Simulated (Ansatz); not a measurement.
# Coordination and O-17 quadrupole coupling in V2O5 under strain

Cell: a refined structure from the COD, relaxed with PBE at fixed cell and then changed (z stretched by 2 %, ions relaxed).

```
V O
1.0
     3.56400    0.00000    0.00000
     0.00000   11.51200    0.00000
     0.00000    0.00000    4.45536
V O
4 10
Direct
  0.00000 0.85156 0.11313
  0.00000 0.14844 0.11313
  0.50000 0.35156 0.88687
  0.50000 0.64844 0.88687
  0.00000 0.85542 0.46840
  0.00000 0.14458 0.46840
  0.50000 0.35542 0.53160
  0.50000 0.64458 0.53160
  0.00000 0.68106 0.99347
  0.00000 0.31894 0.99347
  0.50000 0.18106 0.00653
  0.50000 0.81894 0.00653
  0.00000 0.00000 0.00150
  0.50000 0.50000 0.99850
```

Atoms are numbered from 1 in the order listed; like atoms form one site, named after its first atom.

Level of theory: DFT, PBE, plane waves and PAW, scalar-relativistic, 420 eV cutoff, Γ-centred 7×2×6 k-points, Fermi–Dirac smearing 0.02 eV (Ansatz 0.2.0).

Q(O-17) = -25.58 mb.

Problem. Order the O environments from the weakest to the strongest quadrupole coupling.
A. O9: 3 V at 1.88–2.03 Å
B. O5: 1 V at 1.58 Å
C. O13: 2 V at 1.78 Å, angle 148°

Solution. B (0.773 MHz, η = 0.66), A (3.08 MHz, η = 0.71), C (3.62 MHz, η = 0.02).

At O13 V_zz points along the bisector of its two bonds (within 1°). Like point charges on the first shell alone (each adding as 1/d³) would give another order (O9 < O5 < O13): the covalent part of each bond and the atoms beyond the first shell count as well.
